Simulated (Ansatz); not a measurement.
**AgBr under changes of volume**

One of the cells (23.644 Å³/atom); the others are scaled copies at fixed shape and fractional positions:

```
Ag Br
1.0
     0.00000    2.87015    2.87015
     2.87015    0.00000    2.87015
     2.87015    2.87015    0.00000
Ag Br
1 1
Direct
  0.00000 0.00000 0.00000
  0.50000 0.50000 0.50000
```

| Property | Result |
| --- | --- |
| Program | Ansatz 0.2.0 |
| Functional | PBE |
| Potentials or basis | all-electron LAPW, scalar-relativistic |
| Cutoff | 232 eV (chosen from the basis error) |
| Basis error allowed | 0.0005 eV/atom |
| k mesh | 8 × 8 × 8 |
| Occupations | fermi-dirac, width 0.05 eV |
| Spin | no spin polarisation |

```csv
volume (Å³/atom),energy over the lowest point (meV/atom),pressure (GPa),gap on the mesh (eV)
22.225,44.39,6.0,0.67
22.698,?,?,?
23.171,16.98,3.4,0.67
23.644,8.56,2.3,0.67
24.116,3.15,1.4,0.68
24.589,0.39,0.5,0.68
25.062,0.00,-0.2,0.69
```

What does the run at 22.698 Å³/atom give?

Energy over the lowest point 28.77 meV/atom; pressure 4.6 GPa; gap on the mesh 0.67 eV.

Worked out: A Birch-Murnaghan fit of order 3 (a polynomial in V^(-2/3)) to the other rows has its minimum at 24.91 Å³/atom with B0 = V·E''(V) = 39 GPa and B' = 5.2. It gives 28.78 meV/atom at 22.698 Å³/atom, against the run's 28.77, and -dE/dV = 4.6 GPa, against 4.6. A straight line through the other rows of the gap, of slope 0.163 eV per unit of ln V, gives 0.67 eV, against the run's 0.67.

Energies are extrapolated to zero smearing.

A mesh can miss the band edges. Spin-orbit coupling on Ag, Br is left out.
